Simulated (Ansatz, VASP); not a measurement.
**One calculation of BaTiO3, two programs**

```
CELL_PARAMETERS angstrom
2.82737 1.63238 2.31839
-2.82737 1.63238 2.31839
0.00000 -3.26476 2.31839
ATOMIC_POSITIONS crystal
Ba 0.00000 0.00000 0.00000
Ti 0.48450 0.48450 0.48450
O 0.50860 0.01750 0.50860
O 0.01750 0.50860 0.50860
O 0.50860 0.50860 0.01750
```

Alike in both runs: functional PBE; k mesh 7 × 7 × 7; occupations gaussian, width 0.02 eV; no spin polarisation.

|  | VASP | Ansatz |
| --- | --- | --- |
| version | VASP 6.6.1 | Ansatz 0.2.0 |
| potentials or method | VASP PAW PBE potentials, release 64 (Ba_sv, Ti_sv, O) | Ansatz PAW |
| plane-wave cutoff (eV) | 520 | 420 |
| valence electrons in the cell | 40 | 40 |
| task | atomic charges | single point |

VASP gave:

| Item | Value |
| --- | --- |
| gap on the k mesh at the Fermi level (eV) | 2.44 |
| least direct gap on the mesh (eV) | 2.78 |
| pressure (GPa) | 6.8 |
| largest component of the traceless stress (GPa) | 0.17 |
| rms of the force components (eV/Å) | 0.095 |

**Question.** What did Ansatz give for the same quantities?

**Answer.** gap on the k mesh at the Fermi level (eV): 2.50; least direct gap on the mesh (eV): 2.79; pressure (GPa): 5.0; largest component of the traceless stress (GPa): 0.12; rms of the force components (eV/Å): 0.074.

Atom by atom the forces differ by 0.028 eV/Å (rms over components). With one functional, cell and mesh, what is left measures potentials, basis and numerics.

Caveats: spin-orbit coupling is left out, which moves the levels of the heavy elements; an odd mesh through Γ misses points on the zone boundary, where band edges often lie (VASP); odd divisions of the mesh miss points on the zone boundary, where band edges often lie, so the gap on the mesh can be too wide (Ansatz); the pressure holds a Pulay correction of +0.5 GPa for the finite cutoff (Ansatz). Expect the measured gap to be larger: semilocal functionals such as PBE lack the derivative discontinuity.
